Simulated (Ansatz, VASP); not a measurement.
Given: the input of a run of VASP 6.6.1 on NbC (Niobocarbide).

INCAR

```
ALGO = Normal
EDIFF = 1E-7
ENCUT = 520
GGA = PE
ISIF = 2
ISMEAR = -1
LASPH = True
LCHARG = False
LREAL = False
LWAVE = False
NBANDS = 16
NELM = 100
PREC = Accurate
SIGMA = 0.05
```

KPOINTS

```
k-points
0
Gamma
  10 10 10
```

Contents of POSCAR:

```
NbC
1.0
    0.0000000000      2.2493487756      2.2493487756
    2.2493487756      0.0000000000      2.2493487756
    2.2493487756      2.2493487756      0.0000000000
Nb C
1 1
Direct
    0.0000000000      0.0000000000      0.0000000000
    0.5000000000      0.5000000000      0.5000000000
```

Potentials or basis: VASP PAW PBE potentials, release 64 (Nb_sv, C).

Launch:

```bash
$ cat potpaw_PBE.64/Nb_sv/POTCAR potpaw_PBE.64/C/POTCAR > POTCAR
$ mpirun -np 1 vasp_std > vasp.out
```

Set up the same calculation for Ansatz 0.2.0. Potentials there: Ansatz PAW.

As run (the cutoff follows the program's own potentials):

File input.yaml:

```yaml
crystal:
  lattice:
    - [0.0, 2.2493487756, 2.2493487756]
    - [2.2493487756, 0.0, 2.2493487756]
    - [2.2493487756, 2.2493487756, 0.0]
  atoms:
    - { symbol: Nb, position: [0.0, 0.0, 0.0] }
    - { symbol: C, position: [0.5, 0.5, 0.5] }
hamiltonian:
  xc: pbe
  pseudopotentials: { kind: paw }
kpoints:
  mp_grid: { grid: [10, 10, 10] }
scf:
  occupations: { method: fermi_dirac, width: 0.05 }
output:
  forces: true
  stress: true
  eigenvalues: true
```

Potentials or basis: Ansatz PAW.

Command:

```console
$ ansatz run input.yaml --threads 1 --pin off --max-ram 3584MiB --backend cpu --events-out ev --progress --plain --runs-dir out
```

Both were run:

|  | VASP | Ansatz | Ansatz less VASP |
| --- | --- | --- | --- |
| gap on the k mesh at the Fermi level (eV) | none | none | - |
| pressure (GPa) | -3.2 | -2.8 | +0.44 |

A gap of «none» marks a metal or a gap that the smearing closes.
